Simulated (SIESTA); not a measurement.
Crystal: Ba.

```
CELL_PARAMETERS angstrom
-2.50650 2.50650 2.50650
2.50650 -2.50650 2.50650
2.50650 2.50650 -2.50650
ATOMIC_POSITIONS crystal
Ba 0.00000 0.00000 0.00000
```

- Program: SIESTA 5.4.2
- Task: single point
- Functional: PBE
- Potentials or basis: PseudoDojo 0.4 standard (PBE files)
- Basis: DZP (energy shift 0.003 Ry; two zetas on semicore shells; d shell added on Ba)
- Grid cutoff: 500 Ry
- Energy shift: 0.003 Ry
- k mesh: 8 × 8 × 8
- Occupations: fermi-dirac, width 0.05 eV
- Spin: no spin polarisation

On this cell: pressure -0.2 GPa; band gap on the k mesh none (metal or under the smearing width).

The same run follows on a disturbed copy (cell strained at random at fixed volume):

```xyz
1
Lattice="-2.4718 2.4776 2.4485 2.5653 -2.5280 2.5924 2.4507 2.5069 -2.4989" Properties=species:S:1:pos:R:3 pbc="T T T"
Ba   -0.0133   -0.0434    0.0383
```

**Question.** What does the disturbed cell give?

**Answer.** The energy (extrapolated to zero smearing) moves by +3.7 meV/atom; pressure -0.2 GPa; band gap on the k mesh none (metal or under the smearing width).

Stress tensor (GPa, compression positive):
```
-0.18  0.06 -0.38
 0.06 -0.13  0.19
-0.38  0.19 -0.21
```

Caveats: this set's barium file shifts pressures by up to 1 GPa against other sets; the basis of atomic orbitals isn't converged, which shifts pressures, moduli and gaps.
